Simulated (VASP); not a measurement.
Here is a VASP 6.6.1 calculation.

Contents of INCAR:

```
PREC = Accurate
ENCUT = 350
EDIFF = 1E-7
ISMEAR = 0
SIGMA = 0.02
LREAL = False
LASPH = True
NELM = 80
ALGO = Normal
ISIF = 3
LWAVE = False
LCHARG = False
IBRION = 2
NSW = 80
EDIFFG = -0.002
```

KPOINTS

```
regular mesh
0
Gamma
  6 6 4
```

The input POSCAR:

```
P
1.0
    1.6582000000     -5.2420000000      0.0000000000
    1.6582000000      5.2420000000      0.0000000000
    0.0000000000      0.0000000000      4.3793000000
P
4
Direct
    0.8983800000      0.1016200000      0.0806800000
    0.6016200000      0.3983800000      0.5806800000
    0.1016200000      0.8983800000      0.9193200000
    0.3983800000      0.6016200000      0.4193200000
```

Potentials or basis: VASP PAW LDA potentials, release 64 (P).

Command:

```bash
$ cat potpaw_LDA.64/P/POTCAR > POTCAR
$ mpirun -np 1 vasp_std > vasp.out
```

Q: Predict the relaxed cell.

A: a = 5.307 Å, b = 5.307 Å, c = 4.058 Å, α = 90.00°, β = 90.00°, γ = 143.28°.

Q: What does it give for the band gap on the k mesh?

A: None (metal or under the smearing width).

Step by step:
```
step  energy change (eV)  largest force (eV/Å)  pressure (GPa)  volume (Å³)
   1              0.0000                0.0457           -2.54        76.13
   2             -0.0124                0.3649            1.39        72.85
   3             -0.0183                0.2125           -0.11        74.01
   4             -0.0264                0.1571           -0.07        73.37
   5             -0.0411                0.1699           -0.02        71.47
   6             -0.0479                0.0979           -0.10        71.07
   7             -0.0583                0.1140           -0.27        69.88
   8             -0.0586                0.1541           -0.29        69.65
   9             -0.0630                0.0980           -0.22        69.08
  10             -0.0644                0.0493           -0.11        68.54
  11             -0.0647                0.0250           -0.05        68.49
  12             -0.0648                0.0076            0.01        68.44
  13             -0.0648                0.0046            0.00        68.44
  14             -0.0648                0.0070           -0.01        68.44
  15             -0.0648                0.0054           -0.01        68.43
  16             -0.0648                0.0018            0.00        68.42
  17             -0.0648                0.0099            0.02        68.38
  18             -0.0649                0.0045            0.01        68.40
  19             -0.0649                0.0005           -0.03        68.41
  20             -0.0649                0.0010           -0.03        68.41
  21             -0.0649                0.0020           -0.02        68.39
  22             -0.0649                0.0043            0.00        68.36
  23             -0.0649                0.0005            0.00        68.33
```

Caveat: the volume moved by -10 % from the deposited cell, more than functionals usually miss. LDA usually gives volumes a few per cent too small.
